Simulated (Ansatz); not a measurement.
Runs of Ansatz 0.2.0 on BaTiO3. The structure is tetragonal, space group P4mm (No. 99). Conventional cell: a = 4.000 Å, b = 4.000 Å, c = 4.018 Å, α = 90.00°, β = 90.00°, γ = 90.00°. Ba (site symmetry 4mm) is surrounded by 12 O at 2.79 to 2.88 Å. Ti (site symmetry 4mm) is surrounded by 6 O at 1.89 to 2.13 Å. O (site symmetry 2mm) has 2 Ti at 2.00 Å as nearest neighbours. O (site symmetry 4mm) has 2 Ti at 1.89 to 2.13 Å as nearest neighbours. 

```csv
task,level,potentials or basis,U,cutoff (eV),basis error allowed,gap on the mesh (eV),pressure (GPa),V0 of scaled cells (Å³/atom),B0 (GPa),largest force (eV/Å)
projected density of states,PBEsol+U,"all-electron LAPW, scalar-relativistic",Ti d U = 8 eV,400,0.002 eV/atom,2.99,-0.8,-,-,0.37
single point,PBEsol,"all-electron LAPW, scalar-relativistic",-,432,0.001 eV/atom,1.88,-3.8,-,-,(c)
equation of state,PBEsol,"all-electron LAPW, scalar-relativistic",-,-,0.002 eV/atom,-,-,12.57,178,-
band structure,PBE,all-electron PAW datasets made for the crystal,-,580,-,(d),2.4,-,-,0.31
equation of state,PBEsol,"all-electron LAPW, scalar-relativistic",-,-,0.001 eV/atom,-,-,12.57,178,-
projected density of states,PBEsol+U,"all-electron LAPW, scalar-relativistic",Ti d U = 4 eV,400,0.002 eV/atom,(a),-2.5,-,-,0.16
band structure,LDA,"all-electron LAPW, scalar-relativistic",-,400,0.002 eV/atom,1.84,(b),-,-,0.42
projected density of states,PBEsol+U,"all-electron LAPW, scalar-relativistic",Ti d U = 6 eV,400,0.002 eV/atom,2.64,-1.7,-,-,0.21
```

Alike in all rows: no spin polarisation; cell as given; k mesh 7 × 7 × 7; smearing fermi-dirac 0.05 eV.

Task: Estimate the missing entries.

Result: (a) 2.34; (b) -8.5; (c) 0.36; (d) 1.92.

Caveats: spin-orbit coupling is left out, which moves the levels of the heavy elements (some runs); the mesh misses the band edges, which the band path finds closer together (some runs); U is the effective U less J, on atomic orbitals that reach past the spheres (some runs); the cell was scaled at fixed shape and fractional positions, which overstates the stiffness of a crystal with free parameters, most of all of layers and chains (some runs); an odd mesh through Γ misses points on the zone boundary, where band edges often lie (some runs).

A k mesh can miss the band edges, and the runs leave out spin-orbit coupling on Ba.

Not every run made on this cell is shown here.
